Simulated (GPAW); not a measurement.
Input of a GPAW 26.7.0 run:

The input run.py:

```python
from ase import Atoms
from ase.dft.bandgap import bandgap
from ase.io import write
from ase.units import GPa
from gpaw import GPAW, PW, setup_paths

setup_paths.insert(0, '.')

atoms = Atoms(['Pt'],
              cell=[[0.0, 1.9609, 1.9609],
                    [1.9609, 0.0, 1.9609],
                    [1.9609, 1.9609, 0.0]],
              scaled_positions=[[0.0, 0.0, 0.0]],
              pbc=True)
atoms.set_initial_magnetic_moments([0.04])

calc = GPAW(mode=PW(600),
            xc='GGA_X_B88+GGA_C_P86',
            kpts={'size': (12, 12, 12), 'gamma': True},
            occupations={'name': 'fermi-dirac', 'width': 0.05},
            setups={'Pt': ':d,2.0'},
            nbands=17,
            convergence={'density': 1e-05, 'energy': 1e-05},
            maxiter=150,
            txt='gpaw.txt')
atoms.calc = calc
energy = atoms.get_potential_energy()
forces = atoms.get_forces()
stress = atoms.get_stress()
calc.write('gs.gpw')
write('result.traj', atoms)
print(f'Energy: {energy:.6f} eV')
print('Forces (eV/A):')
print(forces.round(4))
print('Stress (GPa):', (stress / GPa).round(3))
print('Moments:', calc.get_magnetic_moments().round(3))
print('Fermi level:', round(calc.get_fermi_level(), 4), 'eV')
print(f'Gap: {bandgap(calc)[0]:.4f} eV, direct: {bandgap(calc, direct=True)[0]:.4f} eV')
```

Potentials or basis: PAW data sets generated in the run's folder for this functional, pw.

Command:

```bash
$ gpaw-setup -f GGA_X_B88+GGA_C_P86 Pt
$ OMP_NUM_THREADS=1 python run.py
```

(1) Predict the net moment.

(2) Estimate the pressure.

(3) Predict the band gap on the k mesh.

Results:

(1) 0.00 μB per cell.

(2) 8.1 GPa.

(3) none (metal or under the smearing width).

Caveat: the U is typed as a test and isn't derived for this compound.
